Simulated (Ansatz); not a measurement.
The structure comes from a relaxation in the same program, started in the zincblende type, and has space group F-43m. Whether it is a known phase or the ground state wasn't checked.

Input and log of a run on PbS: DFT, PBE, PAW with Ansatz's default frozen-core files, scalar-relativistic (Ansatz 0.2.0).

```yaml
crystal:
  lattice:
    - [0.0, 3.3222416012, 3.3222416012]
    - [3.3222416012, 0.0, 3.3222416012]
    - [3.3222416012, 3.3222416012, 0.0]
  atoms:
    - { symbol: Pb, position: [0.0, 0.0, 0.0] }
    - { symbol: S, position: [0.25, 0.25, 0.25] }
kpoints:
  mp_grid: { grid: [11, 11, 11] }
  band_path:
    path:
      - [0.0, 0.0, 0.0]
      - [-0.5, -0.5, 0.0]
      - [-0.375, -0.375, 0.25]
      - [-0.375, 0.0, 0.375]
      - [0.0, 0.0, 0.0]
      - [0.0, 0.0, 0.5]
      - [-0.5, -0.25, 0.25]
      - [-0.5, -0.5, 0.0]
    npoints: 8
scf:
  occupations: { method: fermi_dirac, width: 0.03 }
hamiltonian:
  xc: pbe
  pseudopotentials: { kind: paw }
output:
  forces: true
  stress: true
  eigenvalues: true
  efg: { contact_densities: true }
  populations: true
  bader: true
  dos: { projected: true, de: 0.2, e_range: [-14, 8] }
```

Output:

```
Pb: output.efg is read without spin–orbit coupling, which moves field gradients at and beside such atoms by some per cent and up to a factor of two; PAW files take it under magnetization.noncollinear and magnetization.spin_orbit
Engine: ansatz 0.2.0
Pseudopotentials: kind: paw
Pseudopotential: Pb, paw, valence charge 14, recommended cutoff 420 eV (normal)
Pseudopotential: S, paw, valence charge 6, recommended cutoff 420 eV (normal)
Functional definition: PBE
  parameter kappa = 0.804
  parameter beta = 0.06672455060314922
  exchange = pbe_x(kappa = kappa, mu = beta*pi^2/3)
  correlation = pbe_c(beta = beta)
Crystal: 2 atoms, lattice volume = 73.337 Å³
Basis set: ecut = 420 eV, 1459 PW (Γ), exchange–correlation on 64×64×64 points (8 copies of the dense FFT grid, shifted against one another)
Bands: 14, of which v1, the nominal top of the filled ones, is band 10 counted from 1 (9 counted from 0)
Symmetry: 24 space group operations
Space group: F-43m (ITA 216), of the structure as read, at distance tolerance 4.2e-5 Å
k-points: 56 of 1331 (time reversal used)
Non-local potential: Pb, projectors of the file, l = 0: 2, l = 1: 2, l = 2: 2, l = 3: 2
Non-local potential: S, projectors of the file, l = 0: 2, l = 1: 2, l = 2: 2
PAW form: soft (Blöchl's): semilocal exchange-correlation on the pseudo side does not see the compensation charge
PAW one-centre angular grid: Pb, 590 points (default); XC on 64 Gauss nodes
PAW one-centre angular grid: S, 110 points (default); XC on 64 Gauss nodes
Initial density: superposition of atomic densities (neutral atoms: chi_scale 0, normalization atom), corrected by the library's trained network
Initial wavefunctions: pseudopotential atomic-orbital guess
Functional: x = pbe(κ = 0.804, μ = 0.2195149727645171), c = pbe(β = 0.06672455060314922)
SCF iter   1: F=—  HF=-12809.212574 eV  |F-HF|=—  |Δ(HF+E_count)|=         —  Δρ=2.52e-3  dr2=1.20e-2  ethr=1.77e-3  ⟨swp⟩=6.6  Hψ=4864  notcnv=0
preconditioner: auto → none  [insulator: Δε(μ)=0.959 eV  Ē_g=14.862 eV  σ=0.030 eV  W_gap=1.00  n_scr=14 (ndim 8)  ℏωp=19.4 eV  f_vac=0.128  D(μ)=0.00/eV (n_scr^D=0)  ε∞_Penn≈2.7]
SCF iter   2: F=—  HF=-12809.210318 eV  |F-HF|=—  |Δ(HF+E_count)|=   2.26e-3  Δρ=1.65e-3  dr2=3.29e-3  ethr=5.99e-5  ⟨swp⟩=2.3  Hψ=1758  notcnv=0
SCF iter   3: F=—  HF=-12809.209661 eV  |F-HF|=—  |Δ(HF+E_count)|=   6.57e-4  Δρ=4.99e-4  dr2=2.40e-4  ethr=1.65e-5  ⟨swp⟩=2.0  Hψ=955  notcnv=0
SCF iter   4: F=—  HF=-12809.209945 eV  |F-HF|=—  |Δ(HF+E_count)|=   2.84e-4  Δρ=2.19e-4  dr2=2.85e-5  ethr=1.20e-6  ⟨swp⟩=3.0  Hψ=1568  notcnv=0
SCF iter   5: F=—  HF=-12809.209908 eV  |F-HF|=—  |Δ(HF+E_count)|=   3.79e-5  Δρ=7.35e-5  dr2=2.60e-6  ethr=1.42e-7  ⟨swp⟩=2.0  Hψ=1176  notcnv=0
SCF iter   6: F=—  HF=-12809.209908 eV  |F-HF|=—  |Δ(HF+E_count)|=   7.88e-8  Δρ=2.07e-5  dr2=2.84e-7  ethr=1.30e-8  ⟨swp⟩=2.0  Hψ=1293  notcnv=0
SCF iter   7: F=-12809.209908 eV  HF=-12809.209908 eV  |F-HF|=2.74e-9  |Δ(HF+E_count)|=   8.68e-8  Δρ=5.96e-6  dr2=2.21e-8  ethr=5.00e-10  ⟨swp⟩=5.8  Hψ=3735  notcnv=0
SCF 1 converged in 7 iterations: F = -12809.209908 eV  dr2 = 2.21e-8
  greatest PAW one-centre occupation: 0.980 electrons in one spin orbital (limit 2), on the Pb atom at site 0 (counted from 0), in its partial waves of l = 2
NSCF: frozen V_eff on 57 k-points
SCF converged after 7 iterations
Free energy (F): -12809.209908 eV
Harris-Foulkes:  -12809.209908 eV  (|F-HF|=2.74e-9)
Internal energy: -12809.209908 eV  (E = F + TS)
E sigma→0 (E₀):  -12809.209908 eV
Fermi energy:    4.989073 eV
--- Per-component energies (eV) ---
  E_band       = -125.609035
  E_kinetic    = 392.284793
  E_local      = -1578.906272  (includes V_loc(G=0)·N_el)
  E_nonlocal   = 378.282699
  E_hartree    = 618.460609
  E_xc         = -317.647898
  E_vxc        = -219.166757  (∫ρ·V_xc dr)
  E_paw        = -11003.108410  (= ΣΔE_a)
  E_vpaw       = -335.027193  (= ΣTr[D̂ρ^β])
  E_aug_tail   = 0.000047  (compensation charges beyond the density's cutoff)
  E_ewald      = -1298.575474
  E_smearing   = -0.000000  (= −TS)
  E_closure    = -0.000000  (closes the sum)
  Σ components = -12809.209908   (vs F -12809.209908, Δ=0.00e0)
--- Forces (eV/Å), atoms counted from 1 ---
  atom   1  Pb    -0.00000000     0.00000000    -0.00000000
  atom   2  S      0.00000000    -0.00000000     0.00000000
  max |Σ_I F_I| component: 4.44e-16 eV/Å
--- Stress (GPa, compression-positive) ---
        0.048235       0.000000      -0.000000
        0.000000       0.048235       0.000000
       -0.000000       0.000000       0.048235
  P = ⅓ Tr σ = 0.0482 GPa (0.482 kbar)
--- PAW observables at the nuclei: V_zz in 10²¹ V/m², potentials from the cell's mean, atoms counted from 1 ---
  atom   1  Pb V_zz =    +0.000000   η = 0.0000   by run symmetry: forbidden
            electrostatic potential = -17473.543158 V   contact ρ = 16532741.986083 e/Å³
  atom   2  S  V_zz =    +0.000000   η = 0.0000   by run symmetry: forbidden
            electrostatic potential = -1632.375480 V   contact ρ = 19770.776687 e/Å³
--- Band table (eV; the first three rows and the last of 56) ---
  k-point 0: bands = ["-12.0799", "-12.0799", "-12.0799", "-12.0472", "-12.0472", "-7.9263", "-1.4155", "2.8966", "2.8966", "2.8966", "7.0607", "7.0607", "7.0607", "9.8551"]
  k-point 1: bands = ["-12.0821", "-12.0789", "-12.0789", "-12.0471", "-12.0471", "-7.8812", "-1.5554", "2.8501", "2.8501", "2.9243", "6.9540", "7.1397", "7.1397", "10.2666"]
  k-point 2: bands = ["-12.0879", "-12.0765", "-12.0765", "-12.0468", "-12.0468", "-7.7540", "-1.9177", "2.7333", "2.7333", "2.9428", "6.9129", "7.3333", "7.3333", "11.0897"]
  k-point 55: bands = ["-12.1179", "-12.0662", "-12.0569", "-12.0498", "-12.0428", "-6.9593", "-3.4410", "1.3881", "1.6572", "4.5103", "6.9837", "7.5442", "9.4519", "10.4840"]
--- Löwdin populations: 2 sites ---
  site symbol       q [e]
     0     Pb     13.4520
     1      S      6.4934
  spilling = 0.002730 (of n_electrons = 20.000000)
--- Bader charges: 2 sites ---
  site symbol  charge [e]  shift [e]
     0     Pb      0.9740     0.0000
     1      S     -0.9740     0.0000
  estimated error of the sums over rays = 2.0e-4 e
```
